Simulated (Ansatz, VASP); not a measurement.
# Cross-check of Pb7F16 (V_Pb) between VASP and Ansatz, part 2 of 2

One calculation is typed for both programs; each brings its own data sets. How far apart do they land? The cell is taken from a series of runs on this material, whose earlier steps may have relaxed, scaled, displaced or heated it; both programs get it as it stands.

VASP 6.6.1 and Ansatz 0.2.0.

So far. Step 2 (VASP: single point, PBE0 form with 29.9 % exact …): The run ends at a pressure of 3.74 GPa, with forces up to 0.11 eV/Å.

### 3. Ansatz: single point, PBE0 form with 29.9 % exact exchange with an exact-exchange share of 0.299

Level of this step: Ansatz beside VASP: Kohn-Sham DFT, plane waves, PBE0 form with 29.9 % exact exchange (Ansatz).

Ansatz runs on its default PAW (the set named soft_2) files.

The same cell, functional, mesh and smearing now go to Ansatz.

The input, input.yaml:

```yaml
crystal:
  checkpoint: "../qm2.relax.run"
  host: checkpoint
total_charge: -2
basis:
  ecutwfc: 420
  xc_grid: 2
hamiltonian:
  xc: { preset: pbe0, exx: 0.299 }
kpoints:
  mp_grid: { grid: [1, 1, 1] }
scf:
  occupations: { method: fermi_dirac, width: 0.01 }
  max_iter: 80
output:
  forces: true
  charged_corrections:
    epsilon: 3.35
    static_epsilon: 55.24
    defect_position: [0.5, 0.5, 0.5]
  eigenvalues: true
  eigenstates: { localisation: true }
  populations: true
checkpoint:
  read: "../qm2.relax.run"
  write: "../qm2.hyb.run"
  compress: false
  write_wavefunctions: false
  write_every: 100000
```

The run is started by

```sh
$ ansatz run input.yaml --threads 4 --pin off --max-ram 9420MiB --backend cpu --events-out ev --progress --plain --runs-dir out
```

Numbers of over 12 decimals in the logs are rounded to 6 here.

Output:

```text
Warning: checkpoint.read: hamiltonian.xc differs: saved pbe, current {"exchange":"pbe","correlation":"pbe","exx":{"coeff":0.299,"omega":null}}; the SCF iterates under this deck's functional from the saved state
crystal.checkpoint: the structure is that of <dir>, a `relax` run, at its step 4: its result, under pbe at a charge of -2 e; 23 atoms read, 0 with a starting moment; this deck's functional is {"exchange":"pbe","correlation":"pbe","exx":{"coeff":0.299,"omega":null}}; crystal.structure_sha256 for this input is
Engine: ansatz 0.2.0, aarch64-unknown-linux-gnu
Pseudopotentials: kind: paw
Pseudopotential: Pb, paw, valence charge 14, recommended cutoff 420 eV (normal), Pb.paw.azcp
Pseudopotential: F, paw, valence charge 7, recommended cutoff 420 eV (normal), F.paw.azcp
Functional definition: unnamed
  parameter a_1 = 0.299
  exchange = (1 - a_1)*pbe_x + a_1*exact_x
  correlation = pbe_c
Crystal: 23 atoms, lattice volume = 431.937 Å³
Basis set: ecut = 420 eV, 8393 PW (Γ), exchange–correlation on 120×120×120 points (8 copies of the dense FFT grid, shifted against one another)
Bands: 129, of which v1, the nominal top of the filled ones, is band 106 counted from 1 (105 counted from 0)
Symmetry: 1 space group operations
Space group: P1 (ITA 1), of the structure as read, at distance tolerance 7.6e-5 Å
k-points: 1
Non-local potential: Pb, projectors of the file, l = 0: 2, l = 1: 2, l = 2: 2, l = 3: 2
Non-local potential: F, projectors of the file, l = 0: 2, l = 1: 2, l = 2: 1
PAW form: soft (Blöchl's): semilocal exchange-correlation on the pseudo side does not see the compensation charge
PAW frozen core: Pb, regenerated for the run's functional, and the local potential with it (the file was generated under x = pbe(κ = 0.804, μ = 0.219515), c = pbe(β = 0.066725))
PAW frozen core: F, regenerated for the run's functional, and the local potential with it (the file was generated under x = pbe(κ = 0.804, μ = 0.219515), c = pbe(β = 0.066725))
PAW one-centre angular grid: Pb, 590 points (default); XC on 64 Gauss nodes
PAW one-centre angular grid: F, 110 points (default); XC on 64 Gauss nodes
Initial density: read from a saved state, or passed on in memory by an earlier SCF of this step, an earlier step, the calling program or the single point that the run made first
Initial wavefunctions: pseudopotential atomic-orbital guess
Functional: x = pbe(κ = 0.804, μ = 0.219515), c = pbe(β = 0.066725), warm-up for x = 0.701 pbe(κ = 0.804, μ = 0.219515) + 0.299 exact, c = pbe(β = 0.066725)
iter 1 solved again at ethr=3.20e-6 eV; its pass at ethr=1.00e-1 eV (dr2=6.78e-3 eV) is discarded
SCF iter   1: F=—  HF=-96277.453319 eV  |F-HF|=—  |Δ(HF+E_count)|=         —  Δρ=7.29e-4  dr2=1.39e-3  ethr=3.20e-6  ⟨swp⟩=20.0  Hψ=1182  notcnv=1  reapply=1
preconditioner: auto → none  [insulator: Δε(μ)=4.450 eV  Ē_g=15.999 eV  σ=0.010 eV  W_gap=1.00  n_scr=112 (ndim 8)  ℏωp=26.0 eV  f_vac=0.190  D(μ)=0.00/eV (n_scr^D=0)]
SCF iter   2: F=-96277.452605 eV  HF=-96277.452744 eV  |F-HF|=1.39e-4  |Δ(HF+E_count)|=   5.75e-4  Δρ=2.59e-4  dr2=1.56e-4  ethr=6.57e-7  ⟨swp⟩=4.0  Hψ=330  notcnv=0
SCF 1 stopped early in 2 iterations: F = -96277.452605 eV  dr2 = 1.56e-4
  greatest PAW one-centre occupation: 0.984 electrons in one spin orbital (limit 2), on the Pb atom at site 9 (counted from 0), in its partial waves of l = 2
Initial density: handed on by an earlier stage of this run
Initial wavefunctions: those handed on with the density
Functional: x = 0.701 pbe(κ = 0.804, μ = 0.219515) + 0.299 exact, c = pbe(β = 0.066725)
Exchange kernel: α = 0.2990, full range, Wigner–Seitz truncation, v(0) = 1980.8852 eV·Å³, q-mesh 1×1×1, nearest image of the exchange supercell L = 8.48 Å, pair-density grid 36×36×36, without the augmentation charges, whose exchange is taken in its separable form (sized by the pseudopotential files, 48×48×48 at the most)
Frozen-core exchange: fock
SCF iter   1: F=—  HF=-96279.335518 eV  |F-HF|=—  |Δ(HF+E_count)|=         —  Δρ=1.16e-2  dr2=6.84e-1  ethr=7.38e-7  ⟨swp⟩=7.0  Hψ=638  notcnv=0
preconditioner: auto → none  [insulator: Δε(μ)=7.071 eV  Ē_g=19.925 eV  σ=0.010 eV  W_gap=1.00  n_scr=112 (ndim 8)  ℏωp=26.0 eV  f_vac=0.190  D(μ)=0.00/eV (n_scr^D=0)]
SCF iter   2: F=—  HF=-96279.132077 eV  |F-HF|=—  |Δ(HF+E_count)|=   2.03e-1  Δρ=7.77e-3  dr2=1.10e-1  ethr=7.38e-7  ⟨swp⟩=5.0  Hψ=559  notcnv=0
SCF iter   3: F=—  HF=-96279.256937 eV  |F-HF|=—  |Δ(HF+E_count)|=   1.25e-1  Δρ=3.08e-3  dr2=3.54e-2  ethr=7.38e-7  ⟨swp⟩=5.0  Hψ=493  notcnv=0
SCF iter   4: F=—  HF=-96279.244010 eV  |F-HF|=—  |Δ(HF+E_count)|=   1.29e-2  Δρ=1.05e-3  dr2=5.30e-3  ethr=7.38e-7  ⟨swp⟩=4.0  Hψ=389  notcnv=0
SCF iter   5: F=—  HF=-96279.251154 eV  |F-HF|=—  |Δ(HF+E_count)|=   7.14e-3  Δρ=1.02e-3  dr2=3.83e-3  ethr=7.38e-7  ⟨swp⟩=4.0  Hψ=360  notcnv=0
iter 6 solved again at ethr=6.13e-9 eV; its pass at ethr=7.38e-7 eV (dr2=1.30e-5 eV) is discarded
SCF iter   6: F=-96279.250017 eV  HF=-96279.250025 eV  |F-HF|=8.17e-6  |Δ(HF+E_count)|=   1.13e-3  Δρ=7.26e-5  dr2=2.27e-5  ethr=6.13e-9  ⟨swp⟩=3.0  Hψ=619  notcnv=0
SCF 2 stopped early in 6 iterations: F = -96279.250017 eV  dr2 = 2.27e-5
  Residual-converged pass: ⟨swp⟩=4.0  Hψ=347  notcnv=0  max |occ|·‖R‖ = 6.1e-6 eV (tolerance 6.7e-6 eV)  dr2=2.28e-5  dr2_onsite=1.15e-6  max |Δocc| = 0.0e0
  greatest PAW one-centre occupation: 0.985 electrons in one spin orbital (limit 2), on the Pb atom at site 9 (counted from 0), in its partial waves of l = 2
hybrid outer 1: dexx = +1.766e-1 eV, tail = 3.22e-4 eV
Exchange kernel: α = 0.2990, full range, Wigner–Seitz truncation, v(0) = 1980.8852 eV·Å³, q-mesh 1×1×1, nearest image of the exchange supercell L = 8.48 Å, pair-density grid 36×36×36, without the augmentation charges, whose exchange is taken in its separable form (sized by the pseudopotential files, 48×48×48 at the most)
Frozen-core exchange: fock
SCF iter   1: F=—  HF=-96279.249230 eV  |F-HF|=—  |Δ(HF+E_count)|=         —  Δρ=1.06e-4  dr2=3.86e-5  ethr=7.59e-7  ⟨swp⟩=4.0  Hψ=308  notcnv=0
preconditioner: auto → none  [insulator: Δε(μ)=6.971 eV  Ē_g=19.807 eV  σ=0.010 eV  W_gap=1.00  n_scr=112 (ndim 8)  ℏωp=26.0 eV  f_vac=0.200  D(μ)=0.00/eV (n_scr^D=0)]
SCF iter   2: F=—  HF=-96279.249223 eV  |F-HF|=—  |Δ(HF+E_count)|=   6.90e-6  Δρ=2.82e-5  dr2=1.54e-6  ethr=1.46e-8  ⟨swp⟩=4.0  Hψ=337  notcnv=0
SCF iter   3: F=—  HF=-96279.249228 eV  |F-HF|=—  |Δ(HF+E_count)|=   5.02e-6  Δρ=1.85e-5  dr2=8.96e-7  ethr=2.90e-10  ⟨swp⟩=4.0  Hψ=440  notcnv=0
SCF iter   4: F=—  HF=-96279.249228 eV  |F-HF|=—  |Δ(HF+E_count)|=   1.74e-7  Δρ=5.10e-6  dr2=6.90e-8  ethr=2.90e-10  ⟨swp⟩=3.0  Hψ=294  notcnv=0
SCF iter   5: F=-96279.249228 eV  HF=-96279.249228 eV  |F-HF|=1.21e-8  |Δ(HF+E_count)|=   6.02e-8  Δρ=2.67e-6  dr2=1.80e-8  ethr=2.94e-11  ⟨swp⟩=5.0  Hψ=338  notcnv=0
SCF 3 converged in 5 iterations: F = -96279.249228 eV  dr2 = 1.80e-8
  Residual-converged pass: ⟨swp⟩=3.0  Hψ=308  notcnv=0  max |occ|·‖R‖ = 1.2e-6 eV (tolerance 1.5e-6 eV)  dr2=1.83e-8  dr2_onsite=2.10e-9  max |Δocc| = 0.0e0
hybrid outer 2: dexx = +5.799e-6 eV, tail = 1.55e-7 eV, Δε = 2.41e-3 eV (about 5.91e-5 eV left of the loop's levels), ΔF = 1.22e-3 eV/Å (tail 4.01e-4)
hybrid SCF converged: 2 outer / 11 inner (+2 warm-up), last move |dexx| = 5.80e-6 eV, tail = 1.55e-7 eV
Stability not checked: this state was not tested for a lower state beside it, because the functional holds exact exchange (a hybrid, or Hartree-Fock), whose exchange loop this test does not read (fock_operator; see scf.lower_state_search)
Free energy (F): -96279.249228 eV
Frozen-core exchange: fock
Harris-Foulkes:  -96279.249228 eV  (|F-HF|=1.21e-8)
Internal energy: -96279.249228 eV  (E = F + TS)
E sigma→0 (E₀):  -96279.249228 eV
Fermi energy:    5.419500 eV
--- Per-component energies (eV) ---
  E_band       = -1809.755006
  E_kinetic    = 5350.750667
  E_local      = -19362.245333  (includes V_loc(G=0)·N_el)
  E_nonlocal   = 3607.086196
  E_hartree    = 7597.144230
  E_xc         = -2063.522096
  E_vxc        = -1883.508573  (∫ρ·V_xc dr)
  E_exx        = -880.634791  (= α·E_x^exact, valence–valence)
  E_paw        = -75936.800385  (= ΣΔE_a)
  E_vpaw       = -2954.886751  (= ΣTr[D̂ρ^β])
  E_aug_tail   = 0.033206  (compensation charges beyond the density's cutoff)
  E_ewald      = -14593.580420
  E_core_change = 2.519501  (= ΣΔE_core)
  E_smearing   = -0.000000  (= −TS)
  E_closure    = -0.000003  (closes the sum)
  E_deformation_potential = -22.491841  (in the stress; not in F)
  Σ components = -96279.249228   (vs F -96279.249228, Δ=0.00e0)
--- Forces (eV/Å), atoms counted from 1 ---
  atom   1  Pb    -0.00257442    -0.00009463    -0.00015529
  atom   2  F     -0.06187652    -0.06565807    -0.06616692
  atom   3  F     -0.01654003    -0.01805295    -0.01325875
  atom   4  Pb    -0.00046363    -0.00044575    -0.00041671
  atom   5  F      0.06363643     0.06301915    -0.06514752
  atom   6  F      0.01583164     0.01401169    -0.01724044
  atom   7  Pb    -0.00167800    -0.00015482     0.00231058
  atom   8  F      0.06995759    -0.06513474     0.07021385
  atom   9  F      0.01098967    -0.01280175     0.01146684
  atom  10  Pb    -0.00177540    -0.00187707    -0.00347499
  atom  11  F      0.01202983    -0.01336819    -0.01402871
  atom  12  F      0.06691834    -0.06573761    -0.06411820
  atom  13  Pb     0.00248799    -0.00009291     0.00131654
  atom  14  F     -0.06696923     0.06529607     0.06308005
  atom  15  F     -0.01341641     0.01630670     0.01585877
  atom  16  Pb     0.00015106    -0.00103126    -0.00305005
  atom  17  F     -0.01224829     0.01416881    -0.01232499
  atom  18  F     -0.06653546     0.07070130    -0.06939858
  atom  19  Pb     0.00472396     0.00816859    -0.00087367
  atom  20  F     -0.01585539    -0.01406178     0.01698070
  atom  21  F     -0.06812138    -0.07008962     0.06931108
  atom  22  F      0.01204144     0.01433023     0.01351536
  atom  23  F      0.06926943     0.06265027     0.06556679
  max |Σ_I F_I| component: 5.16e-5 eV/Å
--- Charged-cell corrections in eV (Makov–Payne, q = -2.000 e, ε = 3.350 of the electrons, 55.240 with the ions) ---
  F (periodic)     = -96279.249228  (uncorrected; the corrections below are reported, never added to it)
  E_corr1          = +3.284755  (monopole, q²α_M/2εL)
  F Makov-Payne    = n/a  (the rows are of the electrons' constant alone; ansatz place-levels tells what screens the charge)
  no potential alignment in this run, which stands beside a crystal: run the host's input off ansatz write-host-input, and read the two finished runs by ansatz place-levels (neither reads a slab, a wire or a sheet, whose cell leaves a vacuum)
--- Band table (eV) ---
  k-point 0: bands = [... 102 lower, 1.7744, 1.8164, 1.9357, 1.9364, 8.9066, 8.9071, 8.9072, 9.4792, ... 19 higher]
--- Löwdin populations: 23 sites ---
  site symbol       q [e]
     0     Pb     12.7685
     1      F      7.6396
     2      F      7.6256
     3     Pb     12.7357
     4      F      7.6397
     5      F      7.6258
     6     Pb     12.7356
     7      F      7.6398
     8      F      7.6256
     9     Pb     12.7357
    10      F      7.6257
    11      F      7.6400
    12     Pb     12.7357
    13      F      7.6395
    14      F      7.6256
    15     Pb     12.7357
    16      F      7.6257
    17      F      7.6402
    18     Pb     12.7357
    19      F      7.6255
    20      F      7.6399
    21      F      7.6257
    22      F      7.6399
  spilling = 0.003270 (of n_electrons = 212.000000)
```

In the SCF lines HF is the Harris–Foulkes energy and dr2 the Hartree energy of the density residual, in eV; the loop may stop once dr2 is under the threshold and the program's other checks hold. Hψ counts applications of the Hamiltonian.

### 4. Comparison

Known differences besides the potentials themselves: exact exchange at q = 0 is treated differently, which shows on coarse meshes; VASP keeps PBE cores, Ansatz makes them for the functional; the cutoff is 420 eV in Ansatz and 520 eV in VASP (PREC = Accurate, projectors in real space); VASP takes a coarser grid for exact exchange (PRECFOCK = Fast). Total energies have different zeros and are not compared.

Compared:

```tsv
quantity	Ansatz	VASP	difference
gap on the k mesh (eV)	6.970	7.109	-0.139
```

Forces on 9 of the 23 atoms, those with the largest forces and the largest differences (eV/Å; atoms numbered as in POSCAR):

```tsv
atom	Ansatz x, y, z	VASP x, y, z
Pb6	0.000, -0.001, -0.003	0.015, 0.002, -0.005
F8	-0.062, -0.066, -0.066	-0.053, -0.059, -0.059
F10	0.064, 0.063, -0.065	0.057, 0.056, -0.053
F12	0.070, -0.065, 0.070	0.064, -0.062, 0.064
F15	0.067, -0.066, -0.064	0.059, -0.061, -0.055
F16	-0.067, 0.065, 0.063	-0.060, 0.056, 0.058
F19	-0.067, 0.071, -0.069	-0.058, 0.061, -0.060
F21	-0.068, -0.070, 0.069	-0.059, -0.064, 0.066
F23	0.069, 0.063, 0.066	0.063, 0.056, 0.061
```

The forces differ by 6.0 meV/Å r.m.s., which is 16.6 % of the r.m.s. force of 0.036 eV/Å (both taken over all components). A gap on the mesh is an upper bound, since the band edges may lie between its points; neither run holds spin-orbit coupling, which can move the band edges of a compound of Pb. The cell carries a charge of -2 e against a uniform background, so its pressure also hangs on how the neutralising background is counted, and in a defect's cell a gap may be the spacing between its levels.

### 5. Summary of results

* difference in gap on the k mesh (single point, PBE0 form with 29.9 % exact exchange with an exact-exchange share of 0.299): -0.14 eV

The difference in gap on the k mesh is -0.14 eV (single point, PBE0 form with 29.9 % exact exchange with an exact-exchange share of 0.299), beyond the 0.08 eV picked in this series as the mark of a large difference. What causes the difference of the single point, PBE0 form with 29.9 % exact exchange with an exact-exchange share of 0.299 pair stays open here. How closely two codes agree says nothing of how well the functional describes the real material.

[Lines on the potential files, build, host, timing and source positions are cut from VASP's logs without a mark.]

[Logs are printed without paths, hosts, clocks, repeated set-up lines and the standing remarks that a program may print on its own settings, such as how far it seeks lower states.]

[Hosts, paths, dates, database ids (printed as entryN), source tags and the programs' standing remarks are cut or masked in the printed files.]
